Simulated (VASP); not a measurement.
NaCl, 2 atoms in the cell. It takes space group Pm-3m (No. 221, cubic). Conventional cell: a = 3.502 Å, b = 3.502 Å, c = 3.502 Å, α = 90.00°, β = 90.00°, γ = 90.00°. Around Na (site symmetry m-3m) lie 8 Cl at 3.03 Å. Cl (site symmetry m-3m) is surrounded by 8 Na at 3.03 Å. Measurements of this composition are mostly on another form, of space group No. 225.

| Quantity | Value |
| --- | --- |
| Program | VASP 6.6.1 |
| Task | relaxation of cell and atoms |
| Functional | PBEsol |
| Potentials or basis | VASP PAW PBE potentials, release 64 (Na_pv, Cl) |
| Cutoff | 520 eV |
| k mesh | 4 × 4 × 4 |
| Occupations | gaussian, width 0.02 eV |
| Spin | no spin polarisation |
| Target pressure | 32 GPa |
| Further INCAR settings | ALGO = Fast; EDIFF = 1e-07; IBRION = 2; EDIFFG = -0.002; NSW = 80; ISIF = 3 |
| Target pressure | 32 GPa |

Potentials or basis: VASP PAW PBE potentials, release 64 (Na_pv, Cl).

Launch:

```sh
$ cat potpaw_PBE.64/Na_pv/POTCAR potpaw_PBE.64/Cl/POTCAR > POTCAR
$ mpirun -np 1 vasp_std > vasp.out
```

Hardware: 1 thread of Intel(R) Xeon(R) 6975P-C (Granite Rapids), with other jobs on the host.

Estimate the wall time of this run.

Run time: 22 s on 1 thread of Intel(R) Xeon(R) 6975P-C (Granite Rapids), with other jobs on the host, peak memory 0.14 GiB. Counts: scf iterations 111, k points 10, ion steps 10.
